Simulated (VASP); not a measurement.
# Ge in VASP: how settings move the PBE single point

Aim: see what changed inputs do to the PBE single point of Ge in the diamond structure, under +1.0 % strain along z alone.

Program: VASP 6.6.1. PAW datasets, plane waves. Computed at 0 K without zero-point motion; spin polarisation is off (in the reference).

## Step 1: The cell

The cell comes from an earlier relaxation with r2SCAN in another program, then strained, with the atoms relaxed again. Some of the altered inputs switch spin polarisation on.

The symmetry is I4_1/amd (No. 141, tetragonal); a = 4.012 Å, c = 5.730 Å in the conventional setting, 23.06 Å³ an atom. Around Ge lie 4 Ge at 2.47 Å.

As a file:

```xyz
2
Lattice="0.0000 2.8369 2.8652 2.8369 0.0000 2.8652 2.8369 2.8369 0.0000" Properties=species:S:1:pos:R:3 pbc="T T T"
Ge    0.0000    0.0000    0.0000
Ge    1.4184    1.4184    1.4326
```

## Step 2: Reference

Input file INCAR:

```
ENCUT = 520.000000
SIGMA = 0.020000
EDIFF = 1.00e-07
GGA = PE
PREC = Accurate
IBRION = -1
ISIF = 2
ISMEAR = -1
NBANDS = 21
NELM = 120
NSW = 0
LASPH = .TRUE.
LCHARG = .FALSE.
LWAVE = .FALSE.
LREAL = .FALSE.
```

Input file KPOINTS:

```
KPOINTS created by Atomic Simulation Environment
0
Gamma
8 8 8
0 0 0
```

Input file POSCAR:

```
Ge
 1.0000000000000000
     0.0000000000000000    2.8368735120999999    2.8652422471999999
     2.8368735120999999    0.0000000000000000    2.8652422471999999
     2.8368735120999999    2.8368735120999999    0.0000000000000000
 Ge
   2
Cartesian
  0.0000000000000000  0.0000000000000000  0.0000000000000000
  1.4184367560500000  1.4184367560500000  1.4326211235999999
```

A file KPOINTS_OPT adds named points for the levels; it doesn't enter the self-consistent loop.

Potentials: the recommended PBE PAW datasets, 28 valence electrons.

On the command line:

```
$ mpirun -np 1 vasp_std
```

## Step 3: Variant 1

Input file INCAR:

```
ENCUT = 520.000000
EDIFF = 1.00e-07
PREC = Accurate
IBRION = -1
ISIF = 2
NBANDS = 21
NSW = 0
LASPH = .TRUE.
LCHARG = .FALSE.
LWAVE = .FALSE.
LREAL = .FALSE.
GGA = PS
ISMEAR = -4
SIGMA = 0.1
NELM = 54
```

Input file KPOINTS:

```
KPOINTS created by Atomic Simulation Environment
0
Monkhorst-Pack
8 8 8
0 0 0
```

POSCAR is that of step 2.

## Step 4: Variant 2

Edit INCAR of step 2 so:

```diff
@@ -9,3 +9,2 @@
 NBANDS = 21
-NELM = 120
 NSW = 0
@@ -15 +14,4 @@
 LREAL = .FALSE.
+ISPIN = 2
+MAGMOM = 2 -2
+NELM = 79
```

KPOINTS is that of step 2.

POSCAR is that of step 2.

## Step 5: Variant 3

Input file INCAR:

```
ENCUT = 520.000000
EDIFF = 1.00e-07
GGA = PE
PREC = Accurate
IBRION = -1
ISIF = 2
NBANDS = 21
NELM = 120
NSW = 0
LASPH = .TRUE.
LCHARG = .FALSE.
LWAVE = .FALSE.
LREAL = .FALSE.
ISMEAR = 0
SIGMA = 0.3
ISPIN = 2
MAGMOM = 1 1
```

KPOINTS is that of step 2.

POSCAR is that of step 2.

What does the calculation give? Wanted: for each run, changed; ending; energy change; pressure; electronic steps; usable.

As calculated:

| run | changed | ending | energy change (meV/atom) | pressure (GPa) | gap on the mesh (eV; negative: overlap) | electronic steps | time | usable |
| --- | --- | --- | --- | --- | --- | --- | --- | --- |
| ref. | – | converged | 0 | 2.2 | 0.00 | 12 | 50 s | yes |
| 1 | GGA = PS, ISMEAR = -4, SIGMA = 0.1, NELM = 54, shifted mesh | converged | – | -0.7 | 0.17 | 13 | 1.8 min | yes |
| 2 | ISPIN = 2, MAGMOM = 2 -2, NELM = 79 | converged | 0.0 | 2.3 | – | 16 | 2 min | yes |
| 3 | ISMEAR = 0, SIGMA = 0.3, ISPIN = 2, MAGMOM = 1 1 | converged | 0.3 | 2.3 | – | 16 | 1.9 min | yes |

Of 3 altered inputs, 3 gave usable results. Among the usable ones with comparable energies, «ISMEAR = 0, SIGMA = 0.3, ISPIN = 2, MAGMOM = 1 1» moves the energy most, by 0.3 meV/atom.
